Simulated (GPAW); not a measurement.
# PbSe (Clausthalite) (Fm-3m) in GPAW: notebook

The runs below take PbSe (Clausthalite) through equation of state, band structure, with PBE+D3(BJ), OLYP, optB88-vdW.

Everything below comes from runs of GPAW 26.7.0. Logs are shortened: lines on timing, memory, paths and dates and some standing lists are left out, and cuts for length are marked. The log counts tension as positive stress, the text compression.

**Experimental background.**

From a printed reference work, monograph, for a bulk crystal of PbSe at 4.2 K: band gap 0.15 eV (direct).

The runs below are set against these values where they give the same quantity.

## Step 1: Starting point

It takes space group Fm-3m (No. 225, cubic). Conventional cell: a = 6.121 Å, b = 6.121 Å, c = 6.121 Å, α = 90.00°, β = 90.00°, γ = 90.00°. Pb (site symmetry m-3m) has 6 Se at 3.06 Å as nearest neighbours. Around Se (site symmetry m-3m) lie 6 Pb at 3.06 Å.

## Step 2: Equation of state, PBE+D3(BJ)

File run.py:

```python
from ase.calculators.mixing import SumCalculator
from ase.eos import EquationOfState
from ase.io import Trajectory, read
from ase.units import GPa
from dftd3.ase import DFTD3
from gpaw import GPAW, PW

atoms = read('PbSe.cif')

traj = Trajectory('eos.traj', 'w')
volumes, energies = [], []
for x in [0.94, 0.96, 0.98, 1.0, 1.02, 1.04, 1.06]:
    a = atoms.copy()
    a.set_cell(atoms.cell * x**(1 / 3), scale_atoms=True)
    calc = GPAW(mode=PW(600),
                xc='PBE',
                kpts={'size': (6, 6, 6), 'gamma': True},
                occupations={'name': 'fermi-dirac', 'width': 0.05},
                nbands=19,
                convergence={'density': 1e-05, 'energy': 1e-05},
                maxiter=150,
                txt=f'eos-{x:.2f}.txt')
    a.calc = SumCalculator([calc, DFTD3(method='pbe', damping='d3bj')])
    energies.append(a.get_potential_energy())
    volumes.append(a.get_volume())
    p = -a.get_stress()[:3].mean() / GPa
    calc.write(f'eos-{x:.2f}.gpw')
    traj.write(a)
    print(f'{x:.2f} {volumes[-1]:10.4f} A^3 {energies[-1]:14.6f} eV {p:9.3f} GPa', flush=True)

v0, e0, B = EquationOfState(volumes, energies, eos='birchmurnaghan').fit()
print(f'V0 = {v0:.4f} A^3, E0 = {e0:.6f} eV, B0 = {B / GPa:.2f} GPa')
```

File PbSe.cif:

```cif
data_PbSe
_cell_length_a 4.32841274
_cell_length_b 4.32841274
_cell_length_c 4.32841274
_cell_angle_alpha 60.00000000
_cell_angle_beta 60.00000000
_cell_angle_gamma 60.00000000
_space_group_name_H-M_alt 'P1'
_space_group_name_Hall 'P 1'
_space_group_IT_number 1
loop_
_space_group_symop_operation_xyz
'x,y,z'
loop_
_atom_site_label
_atom_site_type_symbol
_atom_site_symmetry_multiplicity
_atom_site_Wyckoff_symbol
_atom_site_fract_x
_atom_site_fract_y
_atom_site_fract_z
_atom_site_occupancy
Pb1 Pb 1 a 0.0000000000 0.0000000000 0.0000000000 1
Se1 Se 1 a 0.5000000000 0.5000000000 0.5000000000 1
```

Potentials or basis: GPAW PAW data sets (gpaw-data 1.2.1), pw.

On the command line:

```console
$ OMP_NUM_THREADS=1 python run.py
```

The program printed:

```text
__  _  _
 | _ |_)|_||  |
 |__||  | ||/\| - 26.7.0

Input parameters:
  mode=PW(ecut=600.0),
  convergence={'density': 1e-05, 'energy': 1e-05},
  kpts=MonkhorstPack(size=(6, 6, 6), gamma=True),
  maxiter=150,
  nbands=19,
  occupations=Occupations(name='fermi-dirac', width=0.05),
  xc=XC(name='PBE')

Diagonalizing LCAO Hamiltonian
Converting LCAO to pw mode

                   Se

       Pb

Atoms  # Å, Bohr magnetons
|   | symbol |        x |        y |        z |    initial magnetic moments |
|---|--------|----------|----------|----------|-----------------------------|
| 0 |     Pb | 0.000000 | 0.000000 | 0.000000 | ( 0.0000,  0.0000,  0.0000) |
| 1 |     Se | 4.269914 | 2.465236 | 1.743185 | ( 0.0000,  0.0000,  0.0000) |

Unit cell  # Å
| periodic |        x |        y |        z |  lengths |    angles |
|----------|----------|----------|----------|----------|-----------|
|      yes | 4.269914 | 0.000000 | 0.000000 | 4.269914 | 60.000000 |
|      yes | 2.134957 | 3.697854 | 0.000000 | 4.269914 | 60.000000 |
|      yes | 2.134957 | 1.232618 | 3.486370 | 4.269914 | 60.000000 |

Number of symmetries: 48
Symmetry operations  # r_c * U_cc + t_c -> r_c
|    | kind |            matrix            |
|----|------|------------------------------|
|  0 |  σ   |  1, 0, 0,  1, 0,-1,  1,-1, 0 |
|  1 |  C2  |  1, 0, 0,  1,-1, 0,  1, 0,-1 |
|  2 |  E   |  1, 0, 0,  0, 1, 0,  0, 0, 1 |
|  3 |  σ   |  1, 0, 0,  0, 0, 1,  0, 1, 0 |
|  4 |  C4  |  1, 0,-1,  1, 0, 0,  1,-1, 0 |
|  5 |  S6  |  1, 0,-1,  1,-1, 0,  1, 0, 0 |
|  6 |  σ   |  1, 0,-1,  0, 1,-1,  0, 0,-1 |
|  7 |  C3  |  1, 0,-1,  0, 0,-1,  0, 1,-1 |
|  8 |  S6  |  1,-1, 0,  1, 0, 0,  1, 0,-1 |
|  9 |  C4  |  1,-1, 0,  1, 0,-1,  1, 0, 0 |
| 10 |  C3  |  1,-1, 0,  0,-1, 1,  0,-1, 0 |
| 11 |  σ   |  1,-1, 0,  0,-1, 0,  0,-1, 1 |
| 12 |  σ   |  0, 1, 0,  1, 0, 0,  0, 0, 1 |
| 13 |  C4  |  0, 1, 0,  0, 1,-1, -1, 1, 0 |
| 14 |  C3  |  0, 1, 0,  0, 0, 1,  1, 0, 0 |
| 15 |  S6  |  0, 1, 0, -1, 1, 0,  0, 1,-1 |
| 16 |  C2  |  0, 1,-1,  1, 0,-1,  0, 0,-1 |
| 17 |  σ   |  0, 1,-1,  0, 1, 0, -1, 1, 0 |
| 18 |  S4  |  0, 1,-1,  0, 0,-1,  1, 0,-1 |
| 19 |  C4  |  0, 1,-1, -1, 1, 0,  0, 1, 0 |
| 20 |  C3  |  0, 0, 1,  1, 0, 0,  0, 1, 0 |
| 21 |  σ   |  0, 0, 1,  0, 1, 0,  1, 0, 0 |
| 22 |  S6  |  0, 0, 1,  0,-1, 1, -1, 0, 1 |
| 23 |  C4  |  0, 0, 1, -1, 0, 1,  0,-1, 1 |
| 24 |  S4  |  0, 0,-1,  1, 0,-1,  0, 1,-1 |
| 25 |  C3  |  0, 0,-1,  0, 1,-1,  1, 0,-1 |
| 26 |  C2  |  0, 0,-1,  0,-1, 0, -1, 0, 0 |
| 27 |  S6  |  0, 0,-1, -1, 0, 0,  0,-1, 0 |
| 28 |  S4  |  0,-1, 1,  1,-1, 0,  0,-1, 0 |
| 29 |  C4  |  0,-1, 1,  0, 0, 1, -1, 0, 1 |
| 30 |  C2  |  0,-1, 1,  0,-1, 0,  1,-1, 0 |
| 31 |  σ   |  0,-1, 1, -1, 0, 1,  0, 0, 1 |
| 32 |  C3  |  0,-1, 0,  1,-1, 0,  0,-1, 1 |
| 33 |  S6  |  0,-1, 0,  0, 0,-1, -1, 0, 0 |
| 34 |  S4  |  0,-1, 0,  0,-1, 1,  1,-1, 0 |
| 35 |  C2  |  0,-1, 0, -1, 0, 0,  0, 0,-1 |
| 36 |  C2  | -1, 1, 0,  0, 1, 0,  0, 1,-1 |
| 37 |  S6  | -1, 1, 0,  0, 1,-1,  0, 1, 0 |
| 38 |  S4  | -1, 1, 0, -1, 0, 1, -1, 0, 0 |
| 39 |  C3  | -1, 1, 0, -1, 0, 0, -1, 0, 1 |
| 40 |  S6  | -1, 0, 1,  0, 0, 1,  0,-1, 1 |
| 41 |  C2  | -1, 0, 1,  0,-1, 1,  0, 0, 1 |
| 42 |  C3  | -1, 0, 1, -1, 1, 0, -1, 0, 0 |
| 43 |  S4  | -1, 0, 1, -1, 0, 0, -1, 1, 0 |
| 44 |  C2  | -1, 0, 0,  0, 0,-1,  0,-1, 0 |
| 45 |  i   | -1, 0, 0,  0,-1, 0,  0, 0,-1 |
| 46 |  σ   | -1, 0, 0, -1, 1, 0, -1, 0, 1 |
| 47 |  C2  | -1, 0, 0, -1, 0, 1, -1, 1, 0 |

BZ-sampling:
  Number of BZ points: 216
  Number of IBZ points: 16

  Monkhorst-Pack size: [6, 6, 6]
  Monkhorst-Pack shift: [0.08333333333333333, 0.08333333333333333, 0.08333333333333333]

K-points  # in reciprocal-cell coordinates
|     |                                coordinates |     weight |
|-----|--------------------------------------------|------------|
|   0 | (  0.00000000,   0.00000000,   0.00000000) | 0.00462963 |
|   1 | (  0.16666667,   0.16666667,   0.00000000) | 0.02777778 |
|   2 | (  0.16666667,   0.16666667,   0.16666667) | 0.03703704 |
|   3 | (  0.33333333,   0.16666667,   0.16666667) | 0.05555556 |
|   4 | (  0.33333333,   0.33333333,  -0.33333333) | 0.05555556 |
|   5 | (  0.33333333,   0.33333333,   0.00000000) | 0.02777778 |
|   6 | (  0.33333333,   0.33333333,   0.16666667) | 0.11111111 |
|   7 | (  0.33333333,   0.33333333,   0.33333333) | 0.03703704 |
|   8 | (  0.50000000,   0.33333333,  -0.33333333) | 0.11111111 |
|   9 | (  0.50000000,   0.33333333,  -0.16666667) | 0.05555556 |
| ... |                                            |            |
|  15 | (  0.50000000,   0.50000000,   0.50000000) | 0.01851852 |

Plane wave coefficients: 1868
Cutoff: 600.0 eV

Spin-components: 1 (collinear spins)
Bands:           19
Projectors:      11
Spin-degeneracy: 2
Datatype:        complex128

Parallelization:
  kpt:    1
  domain: 1
  band:   1

Density:
  Valence electrons: 20.0
  Components: 1
  Grid points: [25 25 25]
  Charge: 0.0  # |e|

Potential:
  Grid points: [25 25 25]

species:
  Pb:
    name:    Lead
    Z:       82.0
    valence: 14
    core:    68
    charge:  0.0  # [|e|]
    compensation charges:
      type: gauss
      rc: 0.38  # [Å]
      lmax: 2
    cutoffs:
      filter: 2.36  # [Å]
      core: 2.43  # [Å]
    projectors
    | kind |    occ | energy [eV] | rcut [Å] |
    |------|--------|-------------|----------|
    |   6s |  2.000 |     -11.969 |    1.259 |
    |   6p |  2.000 |      -3.506 |    1.275 |
    |   5d | 10.000 |     -21.211 |    1.217 |
    |    s |        |      15.243 |    1.259 |
    |    p |        |      23.705 |    1.275 |
    |    d |        |       6.001 |    1.217 |

    Using partial waves for Pb as LCAO basis

  Se:
    name:    Selenium
    Z:       34.0
    valence: 6
    core:    28
    charge:  0.0  # [|e|]
    compensation charges:
      type: gauss
      rc: 0.27  # [Å]
      lmax: 2
    cutoffs:
      filter: 1.77  # [Å]
      core: 2.67  # [Å]
    projectors
    | kind |    occ | energy [eV] | rcut [Å] |
    |------|--------|-------------|----------|
    |   4s |  2.000 |     -17.277 |    0.847 |
    |   4p |  4.000 |      -6.512 |    1.005 |
    |    s |        |       9.935 |    0.847 |
    |    p |        |      20.699 |    1.005 |
    |    d |        |       0.000 |    0.847 |

    Using partial waves for Se as LCAO basis

Reference energy: -633377.995495  # eV

eigensolver:
  PPCG
  Converge bands: occupied
  niter=2

density mixing:
  MSR1-Mixer
  Pratt-step length: 0.05
  Maximum mixing coefficient: 0.75
  Old densities: 10
  SVD Regularization: 0.005
  Good broyden scale: 1.0
  Trust region scale: 1.0
  Backstep threshold: 4.0
  History deletion threshold: 6.0
  Fourier metric: weight=20.0, sigma=0.015

occupation numbers:
  Fermi-Dirac:
    width: 0.0500  # eV

poisson solver:
  ecut: 4800.0  # eV

xc functional:
  name: PBE with 2 nearest neighbor stencil

convergence criteria:
- Maximum integral of absolute [dens]ity change: 1e-05 electrons / valence electron
- Maximum [total energy] change in last 3 cyles: 1e-05 eV / valence electron
- Maximum integral of absolute [eigenst]ate change: 4e-08 eV^2 / valence electron
maximum number of iterations: 150

SCF iterations
|iter     | |      energy | eigst |  dens |
|---------|-|-------------|-------|-------|
|iter:   1| |   -8.577865 | -0.21 |       |
|iter:   2| |   -8.525882 | -2.08 | -1.26 |
|iter:   3| |   -8.352146 | -1.95 | -1.30 |
|iter:   4| |   -8.353527 | -3.75 | -1.92 |
|iter:   5| |   -8.354100 | -4.32 | -2.32 |
|iter:   6| |   -8.354126 | -5.63 | -3.28 |
|iter:   7| |   -8.354129c| -6.74 | -3.77 |
|iter:   8| |   -8.354129c| -7.75c| -4.50 |
|iter:   9| |   -8.354129c| -7.89c| -5.21c|

Converged in 9 steps
Energy contributions relative to reference atoms: (reference = -633377.995495)

Energy contributions:
  Kinetic:          23.165026
  Coulomb:         -22.660062
  Zero:             -0.062042
  External:          0.000000
  Xc:               -8.795962
  Entropy:          -0.002179
  Spinorbit:         0.000000
  ----------------------------
  Free energy:      -8.355219
  Extrapolated:     -8.354129

dipole moment: (-36.101112, -20.842987, -14.738217)  # |e|*Ang

Fermi level: 6.789
Eigenvalues  # (at kpt = [0.000, 0.000, 0.000])
| band index |      eig [eV] | occ [0-2] |
|------------|---------------|-----------|
|          0 |       -10.239 |     2.000 |
|        ... |               |           |
|          2 |       -10.236 |     2.000 |
|          3 |       -10.236 |     2.000 |
|          4 |       -10.236 |     2.000 |
|          5 |        -7.281 |     2.000 |
|          6 |         0.496 |     2.000 |
|          7 |         4.578 |     2.000 |
[... 9 lines left out ...]
|         17 |        15.315 |     0.000 |
|         18 |        15.684 |     0.000 |

Gap: 0.097 eV
Transition (v -> c):
  (s=0, k=15, n=9, [0.50, 0.50, 0.50]) -> (s=0, k=15, n=10, [0.50, 0.50, 0.50])
No difference between direct/indirect transitions

Stress tensor  # eV/Ang^3
|         x |         y |         z |
|-----------|-----------|-----------|
| -0.028540 |  0.000000 |  0.000000 |
|  0.000000 | -0.028540 |  0.000000 |
|  0.000000 |  0.000000 | -0.028540 |

# Writing to eos-0.96.gpw (mode='')
```

It took 56 s on 1 thread of Arm Neoverse V2, shared host; peak memory 0.26 GiB.

Results:

| Item | Value |
| --- | --- |
| Equilibrium volume | 28.70 Å³/atom |
| Bulk modulus | 50 GPa |
| Pressure derivative of the bulk modulus | 4.1 (rough: it moves with the points fitted) |

Energy against volume, from the lowest point:
```
volume (Å³/atom)  energy (meV/atom)
          26.951              18.59
          27.524               8.15
          28.097               2.07
          28.671               0.00
          29.244               1.57
          29.818               6.43
          30.391              14.15
```

Spin-orbit coupling is left out, which matters for the levels of Pb.

## Step 3: Equation of state, OLYP

run.py: that of step 2 with these lines changed.

```diff
@@ -1,2 +1 @@
-from ase.calculators.mixing import SumCalculator
 from ase.eos import EquationOfState
@@ -4,6 +3,7 @@
 from ase.units import GPa
-from dftd3.ase import DFTD3
-from gpaw import GPAW, PW
+from gpaw import GPAW, PW, setup_paths
 
-atoms = read('PbSe.cif')
+setup_paths.insert(0, '.')
+
+atoms = read('PbSe.xyz')
 
@@ -15,3 +15,3 @@
     calc = GPAW(mode=PW(600),
-                xc='PBE',
+                xc='GGA_X_OPTX+GGA_C_LYP',
                 kpts={'size': (6, 6, 6), 'gamma': True},
@@ -20,6 +20,7 @@
                 convergence={'density': 1e-05, 'energy': 1e-05},
+                eigensolver='davidson',
                 maxiter=150,
                 txt=f'eos-{x:.2f}.txt')
-    a.calc = SumCalculator([calc, DFTD3(method='pbe', damping='d3bj')])
-    energies.append(a.get_potential_energy())
+    a.calc = calc
+    energies.append(a.get_potential_energy(force_consistent=True))
     volumes.append(a.get_volume())
```

File PbSe.xyz:

```xyz
2
Lattice="0.0000000000 3.0606500000 3.0606500000 3.0606500000 0.0000000000 3.0606500000 3.0606500000 3.0606500000 0.0000000000" Properties=species:S:1:pos:R:3 pbc="T T T"
Pb     0.0000000000      0.0000000000      0.0000000000
Se     3.0606500000      3.0606500000      3.0606500000
```

Potentials or basis: PAW data sets generated in the run's folder for this functional, pw.

On the command line:

```console
$ gpaw-setup -f GGA_X_OPTX+GGA_C_LYP Pb Se
$ OMP_NUM_THREADS=1 python run.py
```

It took 58 s on 1 thread of Arm Neoverse V2, shared host; peak memory 0.27 GiB.

The run converged. Its results:

| Quantity | Value |
| --- | --- |
| Equilibrium volume | 31.00 Å³/atom (rough: see the caveat) |
| Bulk modulus | 39 GPa (rough) |

Energy against volume, from the lowest point:
| volume (Å³/atom) | energy (meV/atom) |
| --- | --- |
| 26.951 | 80.11 |
| 27.524 | 56.50 |
| 28.097 | 37.50 |
| 28.671 | 22.74 |
| 29.244 | 11.81 |
| 29.818 | 4.35 |
| 30.391 | 0.00 |

Caveat: the minimum lies outside the volumes run. Spin-orbit coupling is left out, which matters for the levels of Pb.

[end of part 1 of 2]
